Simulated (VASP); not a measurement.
# W (Im-3m) in VASP: notebook

One crystal, W, is run at these levels: PBEsol; tasks: relaxation of cell and atoms, relaxation of the atoms.

All numbers are computed with VASP 6.6.1; they aren't measurements. Logs are shortened: lines on timing, memory, paths and dates and some standing lists are left out, and cuts for length are marked.

## 1. Starting point

It takes space group Im-3m (No. 229, cubic). Conventional cell: a = 3.155 Å, b = 3.155 Å, c = 3.155 Å, α = 90.00°, β = 90.00°, γ = 90.00°. W (site symmetry m-3m) has 8 W at 2.73 Å as nearest neighbours.

## 2. Relaxation of cell and atoms, PBEsol

Contents of INCAR:

```
SYSTEM = W
ALGO = Normal
EDIFF = 1E-7
EDIFFG = -0.005
ENCUT = 600
GGA = PS
IBRION = 2
ISIF = 3
ISMEAR = 1
LASPH = .TRUE.
LCHARG = .FALSE.
LREAL = .FALSE.
LWAVE = .FALSE.
NELM = 80
NSW = 90
PREC = Accurate
SIGMA = 0.1
```

Contents of KPOINTS:

```
k-points
0
G
  16 16 16
  0 0 0
```

Contents of POSCAR:

```
W                                       
1.0
   -1.5776893475      1.5776893475      1.5776893475
    1.5776893475     -1.5776893475      1.5776893475
    1.5776893475      1.5776893475     -1.5776893475
  W             
     1
Direct
     0.0000000000000000    0.0000000000000000    0.0000000000000000
```

Potentials or basis: VASP PAW PBE potentials, release 64 (W_sv).

On the command line:

```bash
> cat potpaw_PBE.64/W_sv/POTCAR > POTCAR
> mpirun -np 1 vasp_std > vasp.out
```

OUTCAR:

```text
SYSTEM = W
   EDIFF = 1E-7
   EDIFFG = -0.005
   ENCUT = 600
   GGA = PS
   IBRION = 2
   ISIF = 3
   ISMEAR = 1
   LASPH = .TRUE.
   LREAL = .FALSE.
   NELM = 80
   NSW = 90
   PREC = Accurate

 ion  position               nearest neighbor table
   1  0.000  0.000  0.000-

  LATTYP: Found a body centered cubic cell.
 ALAT       =     3.1553786950

  Lattice vectors:

 A1 = (  -1.5776893475,   1.5776893475,   1.5776893475)
 A2 = (   1.5776893475,  -1.5776893475,   1.5776893475)
 A3 = (   1.5776893475,   1.5776893475,  -1.5776893475)

Analysis of symmetry for initial positions (statically):
=====================================================================
 Subroutine PRICEL returns:
 Original cell was already a primitive cell.

 Routine SETGRP: Setting up the symmetry group for a
 body centered cubic supercell.

 Subroutine GETGRP returns: Found 48 space group operations
 (whereof 48 operations were pure point group operations)
 out of a pool of 48 trial point group operations.

The static configuration has the point symmetry O_h .

Analysis of symmetry for dynamics (positions and initial velocities):
=====================================================================
 Subroutine PRICEL returns:
 Original cell was already a primitive cell.

 Routine SETGRP: Setting up the symmetry group for a
 body centered cubic supercell.

 Subroutine GETGRP returns: Found 48 space group operations
 (whereof 48 operations were pure point group operations)
 out of a pool of 48 trial point group operations.

The dynamic configuration has the point symmetry O_h .

 Subroutine INISYM returns: Found 48 space group operations
 (whereof 48 operations are pure point group operations),
 and found     1 'primitive' translations

----------------------------------------------------------------------------------------

                                     Primitive cell

  volume of cell :      15.7081

  direct lattice vectors                    reciprocal lattice vectors
    -1.577689348  1.577689348  1.577689348     0.000000000  0.316919171  0.316919171
     1.577689348 -1.577689348  1.577689348     0.316919171  0.000000000  0.316919171
     1.577689348  1.577689348 -1.577689348     0.316919171  0.316919171  0.000000000

  length of vectors
     2.732638108  2.732638108  2.732638108     0.448191390  0.448191390  0.448191390

  position of ions in fractional coordinates (direct lattice)
     0.000000000  0.000000000  0.000000000

  ion indices of the primitive-cell ions
   primitive index   ion index
                 1           1

----------------------------------------------------------------------------------------

 KPOINTS: k-points

Automatic generation of k-mesh.
 Grid dimensions read from file:
 generate k-points for:   16   16   16

 Generating k-lattice:

  Cartesian coordinates                     Fractional coordinates (reciprocal lattice)
     0.000000000  0.019807448  0.019807448     0.062500000  0.000000000  0.000000000
     0.019807448  0.000000000  0.019807448     0.000000000  0.062500000  0.000000000
     0.019807448  0.019807448  0.000000000     0.000000000  0.000000000  0.062500000

  Length of vectors
     0.028011962  0.028011962  0.028011962

  Shift w.r.t. Gamma in fractional coordinates (k-lattice)
     0.000000000  0.000000000  0.000000000

 Subroutine IBZKPT returns following result:
 ===========================================

 Found    145 irreducible k-points:

 Following reciprocal coordinates:
            Coordinates               Weight
  0.000000  0.000000  0.000000      1.000000
  0.062500  0.000000  0.000000     12.000000
  0.125000  0.000000  0.000000     12.000000
  0.187500  0.000000  0.000000     12.000000
  0.250000  0.000000  0.000000     12.000000
  0.312500  0.000000  0.000000     12.000000
[... 16 lines left out ...]
  0.187500  0.187500  0.000000     24.000000
  0.250000  0.187500 -0.000000     48.000000
 [... further k-points ...]
   k-points           NKPTS =    145   k-points in BZ     NKDIM =    145   number of bands    NBANDS=     11
   number of dos      NEDOS =    301   number of ions     NIONS =      1
   total plane-waves  NPLWV =  13824
   dimension x,y,z NGX =    24 NGY =   24 NGZ =   24
   dimension x,y,z NGXF=    48 NGYF=   48 NGZF=   48
   ions per type =               1
   NGX,Y,Z   is equivalent  to a cutoff of  14.60, 14.60, 14.60 a.u.
   NGXF,Y,Z  is equivalent  to a cutoff of  29.20, 29.20, 29.20 a.u.
 SYSTEM =  W
   PREC   = accura    normal or accurate (medium, high low for compatibility)
   ISTART =      0    job   : 0-new  1-cont  2-samecut
   ICHARG =      2    charge: 1-file 2-atom 10-const
   ISPIN  =      1    spin polarized calculation?
   LNONCOLLINEAR =      F non collinear calculations
   LSORBIT =      F    spin-orbit coupling
   LASPH  =      T    aspherical Exc in radial PAW
   ENCUT  =  600.0 eV  44.10 Ry    6.64 a.u.   5.46  5.46  5.46*2*pi/ulx,y,z
   NELM   =     80;   NELMIN=  2; NELMDL= -5     # of ELM steps
   EDIFF  = 0.1E-06   stopping-criterion for ELM
   LREAL  =      F    real-space projection
   EDIFFG = -.5E-02   stopping-criterion for IOM
   NSW    =     90    number of steps for IOM
   IBRION =      2    ionic relax: 0-MD 1-quasi-New 2-CG
   NFREE  =      1    steps in history (QN), initial steepest desc. (CG)
   ISIF   =      3    stress and relaxation
   ISYM   =      2    0-nonsym 1-usesym 2-fastsym
   POTIM  = 0.5000    time-step for ionic-motion
   TEBEG  =    0.0;   TEEND  =   0.0 temperature during run
   PSTRESS=    0.0 pullay stress
   NELECT =      14.0000    total number of electrons
   NUPDOWN=      -1.0000    fix difference up-down
   EMIN   =  10.00;   EMAX   =-10.00  energy-range for DOS
   EFERMI =   0.00;   METHOD = LEGACY
   ISMEAR =     1;   SIGMA  =   0.10  broadening in eV -4-tet -1-fermi 0-gaus
   EFERMI_NEDOS =   21; number of points for ismear=-14 and -15
   IALGO  =     38    algorithm
   IMIX   =      4    mixing-type and parameters
     AMIX     =   0.40;   BMIX     =  1.00
     AMIX_MAG =   1.60;   BMIX_MAG =  1.00
  volume/ion in A,a.u.               =      15.71       106.00
  Fermi-wavevector in a.u.,A,eV,Ry     =   1.575467  2.977201 33.770976  2.482097
  Thomas-Fermi vector in A             =   2.676447
   LORBIT       =      0    0 simple, 1 ext, 2 COOP (PROOUT), +10 PAW based schemes
   GGA     = PS    functional components
   LHFCALC =     F    Hartree Fock is set to
   AEXX    =    0.0000 exact exchange contribution
   IVDW    =     0    specifies the selected vdW correction
   LEPSILON=     F    determine dielectric tensor
   LRPA    =     F    only Hartree local field effects (RPA)
 conjugate gradient relaxation of ions
 non-spin polarized calculation
 Methfessel and Paxton  Order N= 1 SIGMA  =   0.10
  energy-cutoff  :      600.00
  volume of cell :       15.71
 maximum number of plane-waves:       540
 NGX is ok and might be reduce to    24
   NGX = 11   NGY = 11   NGZ = 11

--------------------------------------- Ionic step        1  -------------------------------------------

 number of electron      14.0000001 magnetization

 Free energy of the ion-electron system (eV)
  ---------------------------------------------------
  ext. energy  EPLUGINS =         0.00000000
  ---------------------------------------------------
  free energy    TOTEN  =       -13.80828250 eV

  energy without entropy =      -13.80773607  energy(sigma->0) =      -13.80810036

------------------------ aborting loop because EDIFF is reached ----------------------------------------

  FORCE on cell =-STRESS in cart. coord.  units (eV):
  Direction    XX          YY          ZZ          XY          YZ          ZX
  --------------------------------------------------------------------------------------
  -------------------------------------------------------------------------------------
  Total       -0.0052987     -0.0052987     -0.0052987      0.0000000      0.0000000     -0.0000000
  in kB       -0.5404505     -0.5404505     -0.5404505      0.0000000      0.0000000     -0.0000000
  external PRESSURE =      -0.5404505 kB  Pullay stress =       0.0000000 kB
[... 55 lines left out ...]
  energy  without entropy=      -13.8077283282  energy(sigma->0) =      -13.80809373

--------------------------------------- Ionic step        3  -------------------------------------------

 number of electron      14.0000001 magnetization

 Free energy of the ion-electron system (eV)
  ---------------------------------------------------
  ext. energy  EPLUGINS =         0.00000000
  ---------------------------------------------------
  free energy    TOTEN  =       -13.80828273 eV

  energy without entropy =      -13.80773594  energy(sigma->0) =      -13.80810047

 E-fermi :  11.4524     XC(G=0): -13.8126

 val. band max:       11.4453335045   @ k =  -0.3125   0.3125   0.1875
 cond. band min:      11.4606682776   @ k =  -0.2500   0.2500   0.1250
 fundamental gap:      0.0153347732
 Fermi energy:        11.4524301883

 k-point     1 :       0.0000    0.0000    0.0000
  band No.  band energies     occupation
      1     -62.7197      2.00000
      2     -26.2640      2.00000
      3     -26.2640      2.00000
      4     -26.2640      2.00000
      5       1.7041      2.00000
      6      10.1607      2.00000
      7      10.1607      2.00000
      8      10.1607      2.00000
      9      13.6690      0.00000
     10      13.6690      0.00000
     11      25.9709      0.00000
[... 309 lines left out ...]
 k-point    24 :       0.2500    0.1875   -0.0000
  band No.  band energies     occupation
      1     -62.5954      2.00000
      2     -27.3143      2.00000
      3     -26.7009      2.00000
      4     -26.3797      2.00000
      5       6.0158      2.00000
      6       8.2349      2.00000
      7       9.0726      2.00000
      8      12.9828     -0.00000
      9      14.5432      0.00000
     10      16.7982      0.00000
     11      23.9822      0.00000

 [... further k-points ...]
[... 5 lines left out ...]
  --------------------------------------------------------------------------------------
  -------------------------------------------------------------------------------------
  Total        0.0014311      0.0014311      0.0014311     -0.0000000      0.0000000     -0.0000000
  in kB        0.1459933      0.1459933      0.1459933     -0.0000000      0.0000000     -0.0000000
  external PRESSURE =       0.1459933 kB  Pullay stress =       0.0000000 kB
[... 16 lines left out ...]
  FREE ENERGIE OF THE ION-ELECTRON SYSTEM (eV)
  ---------------------------------------------------
  free  energy   TOTEN  =       -13.8082827341 eV

  energy  without entropy=      -13.8077359431  energy(sigma->0) =      -13.80810047

 reached required accuracy - stopping structural energy minimisation
```

Run time: 14 s. Hardware: 1 thread of Intel Xeon 6975P-C (Granite Rapids), shared host; peak memory 0.16 GiB.

What came out:

```
Free energy                            : -13.8083 eV
Relaxed volume                         : 15.71 Å³/atom
Relaxed cell                           : a = 2.732 Å, b = 2.732 Å, c = 2.732 Å, α = 109.47°, β = 109.47°, γ = 109.47°
Space group after relaxing (to 0.05 Å) : Im-3m (No. 229)
Energy gained by relaxing              : 0.0 meV/atom
Ionic steps                            : 3
Pressure after relaxing                : 0.0 GPa
Band gap on the k mesh                 : none (metal or under the smearing width)
```

Final structure:
```
W
1.0
    -1.57761    1.57761    1.57761
     1.57761   -1.57761    1.57761
     1.57761    1.57761   -1.57761
W
1
Direct
  0.00000 0.00000 0.00000
```

Caveat: the PAW data sets were made with another functional, which shifts forces and pressure a little. The run has no spin-orbit coupling, so splittings on W are missing.

(Continued in part 2 of 3.)
